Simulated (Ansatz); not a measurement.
A AlRu cell: a packing that fell into a crystal (Pm at 0.1 Å).

```
CELL_PARAMETERS angstrom
4.93225 -0.01163 0.23009
0.01014 4.22374 0.01072
0.22081 -0.01309 5.42323
ATOMIC_POSITIONS crystal
Al 0.96710 0.30291 0.21699
Al 0.02563 0.30283 0.70109
Al 0.29466 0.80289 0.19620
Al 0.51355 0.30294 0.89236
Ru 0.79366 0.80307 0.99394
Ru 0.47641 0.30282 0.38293
Ru 0.31361 0.80285 0.70520
Ru 0.81135 0.80271 0.49250
```

The calculation used Ansatz, DFT PBE, scalar-relativistic, plane waves, PAW.

Cutoff 420 eV; k points 7×8×6 on the computed 8-atom cell (Γ-centred); Gaussian smearing, width 0.10 eV; no spin polarisation.

Problem. Describe its local order.

Solution. Counting as bonded all pairs within 1.3 times the summed covalent radii:

```json
{"atom → neighbour": "Al → Al", "mean count": "5.00", "mean length (Å)": "2.79", "spread (Å)": "0.14"}
{"atom → neighbour": "Al → Ru", "mean count": "7.50", "mean length (Å)": "2.74", "spread (Å)": "0.22"}
{"atom → neighbour": "Ru → Al", "mean count": "7.50", "mean length (Å)": "2.74", "spread (Å)": "0.22"}
{"atom → neighbour": "Ru → Ru", "mean count": "6.00", "mean length (Å)": "2.87", "spread (Å)": "0.20"}
```

Angles between all pairs of such bonds at an atom (mean ± spread): 97 ± 34° at Al, 96 ± 35° at Ru.

Problem. Does it have a gap?

Solution. It has no gap on the mesh. Levels at Γ next to the Fermi level (eV from it): -1.76, -1.60, -1.56, -0.98, -0.50, -0.29, 0.01, 0.11, 0.22, 0.23, 1.42, 1.76. It lies 0.36 eV/atom below the elements' standard states (static lattices, no corrections for gases).

The final mesh leaves forces up to 0.15 eV/Å and stresses up to 1.0 GPa: the relaxation ran on a coarser mesh, so the cell's shape, its bonds and its energy belong partly to that mesh.

Cost: 2 runs of about 5.1 core-minutes in all (earlier runs that led there not counted), on Intel Xeon Processor @ 2.50GHz (Skylake/Cascade Lake) (shared hosts).